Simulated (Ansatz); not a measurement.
# SnO₂ (P4_2/mnm), a vibration from a frozen displacement

Method: DFT r2SCAN, scalar-relativistic, plane waves, PAW in Ansatz 0.2.0. Cutoff 500 eV, Γ-centred 6×6×8 k-points, Gaussian smearing of 0.05 eV. No spin polarisation. Energies are free energies at this smearing, counted from the undisturbed cell; pressure is positive in compression.

The starting cell (relaxed at this level):

```
CELL_PARAMETERS angstrom
4.76022 0.00000 0.00000
0.00000 4.76022 0.00000
0.00000 0.00000 3.20057
ATOMIC_POSITIONS crystal
Sn 0.00000 0.00000 0.00000
Sn 0.50000 0.50000 0.50000
O 0.30589 0.30589 0.00000
O 0.19411 0.80589 0.50000
O 0.69411 0.69411 0.00000
O 0.80589 0.19411 0.50000
```

Every O atom is moved by x along the Cartesian unit vector (0.707, 0.707, 0.000); the cell and all other atoms stay fixed. The cell's volume is 72.52 Å³; the moved atoms weigh 63.996 u together and the others 237.420 u. Some rows repeat others by symmetry and weren't run.

```
  x (Å)  ΔE (meV/cell) total force on the moved atoms along the move (eV/Å) pressure (GPa)
-0.5000        5605.48                                               31.0479         34.8884
-0.4375        3915.85                                               23.3506         25.5004
-0.3750        2650.40                                               17.3968         17.9716
-0.3125        1713.57                                               12.7743         12.0343
-0.2500        1032.78                                                9.1548          7.4689
-0.1875         553.87                                                6.2737          4.0975
-0.1250         237.78                                                3.9106          1.7845
-0.0625          58.21                                                1.8758          0.4340
 0.0000           0.00                                                0.0000         -0.0103
 0.0625          58.21                                               -1.8758          0.4340
 0.1250         237.78                                               -3.9106          1.7845
 0.1875         553.87                                               -6.2737          4.0975
 0.2500        1032.78                                               -9.1548          7.4689
 0.3125        1713.57                                              -12.7743         12.0343
 0.3750        2650.40                                              -17.3968         17.9716
 0.4375        3915.85                                              -23.3506         25.5004
 0.5000        5605.48                                              -31.0479         34.8884
```

Question: What frequency belongs to this motion?

Answer: The force constant is k = −dF/dx = 30.013 eV/Å², from the parabola through x = -0.0625, 0 and 0.0625. In every cell the moved atoms swing against the rest, so the mass is μ = m₁m₂/(m₁ + m₂) = 50.409 u, and ν̃ = 521.5 cm⁻¹ × √(|k|/μ) = 402 cm⁻¹. The pattern needn't be a normal mode: ν̃² is then a weighted mean of the squared nonzero frequencies at the zone centre of this cell, taken without macroscopic field, so it lies between the lowest and the highest of them.

Question: How far does the harmonic law reach?

Answer: At x = -0.500 Å, kx²/2 = 3751.63 meV against the computed 5605.48 meV (+49.4 %): the well stiffens in this direction at large amplitude.

Question: The pressure changes with x². What does that say about the frequency under compression?

Answer: With E = k(V)x²/2, k ∝ V^(−2γ) and x scaling with the cell as V^(1/3), P − P0 = −∂E/∂V = (2γ − 2/3) ΔE/V. At x = 0.1250 Å, V(P − P0) = 72.52 × 1.79480 / 160.2 eV = 812.43 meV and ΔE = 237.78 meV, so γ = 1/3 + V(P − P0)/(2ΔE) = 2.04. This is the Grüneisen parameter of the motion under uniform scaling of the cell: shrinking the cell evenly by 1 % in volume raises the frequency by about 2.04 %.

The oxygen sublattice sits in a single, steep well against tin, with no sign of a polar instability along this path. Moving all the oxygens together in the basal plane shortens some Sn–O bonds and lengthens others. Inversion symmetry cancels the odd terms in the energy, but the steep repulsion in the shortened bonds outweighs the softening of the stretched ones, which leaves a positive quartic term and explains the growing excess over the parabola. The same short-range repulsion probably accounts for much of the positive Grüneisen parameter.

The pattern has the symmetry of the infrared-active E_u modes, so only these enter the average. The value of 402 cm⁻¹ therefore lies within the range of the transverse E_u branches and shouldn't be matched to a single infrared line. The pressure rises somewhat faster than x² but more slowly than the energy, so 2.04 describes small amplitudes only. Under real hydrostatic compression, the axial ratio and the oxygen coordinate would also adjust, and that response isn't contained in this value.
